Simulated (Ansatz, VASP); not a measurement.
SnSe: VASP beside Ansatz

The input INCAR:

```
SYSTEM = SnSe
PREC = Accurate
ENCUT = 520
EDIFF = 1E-7
ISMEAR = 0
SIGMA = 0.05
LREAL = .FALSE.
LASPH = .TRUE.
NELM = 60
ALGO = Fast
ISIF = 2
LWAVE = .FALSE.
LCHARG = .TRUE.
GGA = CA
LELF = .TRUE.
LVHAR = .TRUE.
NBANDS = 17
```

Contents of KPOINTS:

```
regular mesh
0
G
  10 10 10
  0 0 0
```

File POSCAR:

```
SnSe
1.0
    0.0000000000      3.3787808521      2.3887980624
    3.3787808521      0.0000000000      2.3887980624
    3.3787808521      3.3787808521      0.0000000000
Sn Se
1 1
Direct
    0.0000000000      0.0000000000      0.0000000000
    0.5000000000      0.5000000000      0.5000000000
```

Input for Ansatz:

```yaml
crystal:
  lattice:
    - [0.0, 3.3787808521, 2.3887980624]
    - [3.3787808521, 0.0, 2.3887980624]
    - [3.3787808521, 3.3787808521, 0.0]
  atoms:
    - { symbol: Sn, position: [0.0, 0.0, 0.0] }
    - { symbol: Se, position: [0.5, 0.5, 0.5] }
basis:
  ecutwfc: 420
kpoints:
  mp_grid: { grid: [10, 10, 10] }
hamiltonian:
  xc: lda
scf:
  occupations: { method: gaussian, width: 0.05 }
output:
  forces: true
  stress: true
  eigenvalues: true
```

Alike in both runs: task single point; functional LDA; k mesh 10 × 10 × 10; occupations gaussian, width 0.05 eV; no spin polarisation.

|  | VASP | Ansatz |
| --- | --- | --- |
| version | VASP 6.6.1 | Ansatz 0.2.0 |
| potentials or method | VASP PAW LDA potentials, release 64 (Sn_d, Se) | scalar-relativistic, plane waves, PAW |
| plane-wave cutoff (eV) | 520 | 420 |
| valence electrons in the cell | 20 | 30 |

```csv
,VASP,Ansatz,Ansatz less VASP
gap on the k mesh at the Fermi level (eV),none,none,-
pressure (GPa),11.6,11.5,-0.09
largest component of the traceless stress (GPa),32.04,31.86,-0.186
```

A gap of «none» marks a metal or a gap that the smearing closes. The two sets of potentials don't hold the same shells in valence.
